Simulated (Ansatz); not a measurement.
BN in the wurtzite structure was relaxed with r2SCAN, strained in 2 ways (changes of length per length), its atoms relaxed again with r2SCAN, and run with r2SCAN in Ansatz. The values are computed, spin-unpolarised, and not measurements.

Xy shear, engineering strain (angle) +4.62 %. Input:
```yaml
crystal:
  lattice:
    - [2.5439500013, 0.058765245, 0.0]
    - [-1.2210828056, 2.1737427046, 0.0]
    - [0.0, 0.0, 4.2078153363]
  atoms:
    - { symbol: B, position: [0.3343967102, 0.6669334366, 0.0002769228] }
    - { symbol: B, position: [0.6656032898, 0.3330665634, 0.5002769228] }
    - { symbol: "N", position: [0.3301790014, 0.667139573, 0.3747230772] }
    - { symbol: "N", position: [0.6698209986, 0.332860427, 0.8747230772] }
kpoints:
  mp_grid: { grid: [12, 12, 6] }
  band_path:
    path:
      - [0.0, 0.0, 0.0]
      - [0.5, 0.0, 0.0]
      - [0.3333333333, 0.3333333333, 0.0]
      - [0.0, 0.0, 0.5]
      - [0.5, 0.0, 0.5]
      - [0.3333333333, 0.3333333333, 0.5]
      - [0.1, 0.0, 0.0]
    npoints: 1
hamiltonian:
  xc: r2scan
scf:
  occupations: { method: fixed }
  n_extra_bands: 5
output:
  forces: true
  stress: true
  eigenvalues: true
```

Main results, then levels in eV from the Fermi energy at the points of the path (names of the unstrained zone, bands numbered from 0):
```
Crystal: 4 atoms, lattice volume = 23.571 Å³
Basis set: ecut = 500 eV, 593 PW (Γ)
Symmetry: 2 space group operations
Space group: P21 (ITA 4)
k-points: 296 of 864 (time reversal used)
Free energy (F): -1087.870072 eV
Fermi energy:    11.388307 eV
--- Forces (eV/Å), atoms counted from 1 ---
  atom   1  B     -0.00014    -0.00010      0.00004
  atom   2  B       0.00014      0.00010      0.00004
  atom   3  N     -0.00093      0.00015    -0.00002
  atom   4  N       0.00093    -0.00015    -0.00002
--- Stress (GPa, compression-positive) ---
        0.429268     -19.422387       0.000000
      -19.422390       1.463967       0.000000
        0.000000       0.000000      -0.139552
  P = ⅓ Tr σ = 0.5846 GPa (5.846 kbar)
```
```tsv
point	band_5	band_6	band_7	band_8	band_9	band_10
Γ	-0.455	-0.342	0.000	8.315	9.121	9.157
M	-4.932	-4.726	-1.967	7.933	8.641	11.645
K	-5.951	-5.814	-5.659	5.569	14.116	14.210
A	-1.592	-1.192	-1.192	9.494	9.494	10.497
L	-4.003	-3.627	-3.627	7.319	7.319	10.834
H	-8.154	-3.334	-3.334	9.862	9.862	10.777
(0.100,0,0)	-1.182	-0.703	-0.216	8.564	9.415	9.543
```

r2SCAN gives an indirect gap of 5.57 eV, from Γ to K; the least direct gap is 8.32 eV at Γ. (Strain can split the valleys, and only one was followed off the mesh: the true gap may be a little smaller.) The mean pressure at these positions is +0.58 GPa, compression counted positive.

Uniaxial +3.49 % along z, other directions held. These blocks change:
```yaml
crystal:
  lattice:
    - [2.5439500013, 0.0, 0.0]
    - [-1.2719750007, 2.2031253271, 0.0]
    - [0.0, 0.0, 4.3546680915]
  atoms:
    - { symbol: B, position: [0.3333333333, 0.6666666667, -0.0007077894] }
    - { symbol: B, position: [0.6666666667, 0.3333333333, 0.4992922106] }
    - { symbol: "N", position: [0.3333333333, 0.6666666667, 0.3757077894] }
    - { symbol: "N", position: [0.6666666667, 0.3333333333, 0.8757077894] }
```

```
Crystal: 4 atoms, lattice volume = 24.406 Å³
Basis set: ecut = 500 eV, 615 PW (Γ)
Symmetry: 12 space group operations
Space group: P63mc (ITA 186)
k-points: 76 of 864 (time reversal used)
Free energy (F): -1087.849507 eV
Fermi energy:    10.638581 eV
--- Forces (eV/Å), atoms counted from 1 ---
  atom   1  B       0.00000      0.00000    -0.00227
  atom   2  B       0.00000      0.00000    -0.00227
  atom   3  N       0.00000      0.00000      0.00222
  atom   4  N       0.00000      0.00000      0.00222
--- Stress (GPa, compression-positive) ---
       -1.822609       0.000000       0.000000
        0.000000      -1.822609       0.000000
        0.000000       0.000000     -31.963952
  P = ⅓ Tr σ = -11.8697 GPa (-118.697 kbar)
```
```tsv
point	band_5	band_6	band_7	band_8	band_9	band_10
Γ	-0.286	0.000	0.000	7.920	9.335	9.335
M	-4.822	-4.194	-2.276	7.544	8.317	11.599
K	-5.771	-5.261	-5.261	5.796	13.092	13.092
A	-1.022	-1.022	-1.022	10.400	10.400	10.778
L	-3.720	-3.688	-3.688	6.939	6.939	10.355
H	-7.784	-3.143	-3.143	9.237	9.237	10.552
(0.100,0,0)	-0.866	-0.460	-0.251	8.038	9.183	9.787
```

The r2SCAN gap is indirect, 5.80 eV (Γ to K), below the direct gap of 7.92 eV at Γ. (Strain can split the valleys, and only one was followed off the mesh: the true gap may be a little smaller.) With the atoms held, the mean pressure is -11.87 GPa (compression positive).
